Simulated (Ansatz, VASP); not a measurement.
In: VASP beside Ansatz

File INCAR:

```
SYSTEM = In
PREC = Accurate
ENCUT = 520
EDIFF = 1E-6
ISMEAR = -1
SIGMA = 0.1
LREAL = .False.
LASPH = .True.
NELM = 60
ALGO = Normal
ISIF = 2
LWAVE = .False.
LCHARG = .False.
GGA = RP
NBANDS = 12
```

Contents of KPOINTS:

```
regular mesh
0
Gamma
  13 13 13
  0 0 0
```

File POSCAR:

```
In
1.0
    0.0000000000      2.4642984976      2.4642984976
    2.4642984976      0.0000000000      2.4642984976
    2.4642984976      2.4642984976      0.0000000000
In
1
Direct
    0.0000000000      0.0000000000      0.0000000000
```

Input for Ansatz:

```yaml
crystal:
  lattice:
    - [0.0, 2.4642984976, 2.4642984976]
    - [2.4642984976, 0.0, 2.4642984976]
    - [2.4642984976, 2.4642984976, 0.0]
  atoms:
    - { symbol: In, position: [0.0, 0.0, 0.0] }
hamiltonian:
  xc: rpbe
  pseudopotentials:
    kind: paw
    azcp:
      In: "pseudopotentials/In.paw.azcp"
basis:
  ecutwfc: 420
  fft_grid_basis: typed
kpoints:
  mp_grid: { grid: [13, 13, 13], shift: [0, 0, 0] }
magnetization:
  spin_polarized: false
scf:
  occupations: { method: fermi_dirac, width: 0.1 }
  lower_state_search: "off"
output:
  stress: true
  write_density: true
  write_potential: true
  elf: true
  volumetric_format: npy
```

Alike in both runs: task single point; functional RPBE; k mesh 13 × 13 × 13; occupations fermi-dirac, width 0.1 eV; no spin polarisation.

|  | VASP | Ansatz |
| --- | --- | --- |
| version | VASP 6.6.1 | Ansatz 0.2.0 |
| potentials or method | VASP PAW PBE potentials, release 64 (In_d) | plane waves (420 eV) with PAW, scalar-relativistic |
| plane-wave cutoff (eV) | 520 | 420 |
| valence electrons in the cell | 13 | 13 |

|  | VASP | Ansatz | Ansatz less VASP |
| --- | --- | --- | --- |
| pressure (GPa) | -1.1 | -1.0 | +0.05 |

Caveats: the PAW data sets were made with another functional, which shifts forces and pressure a little (VASP).
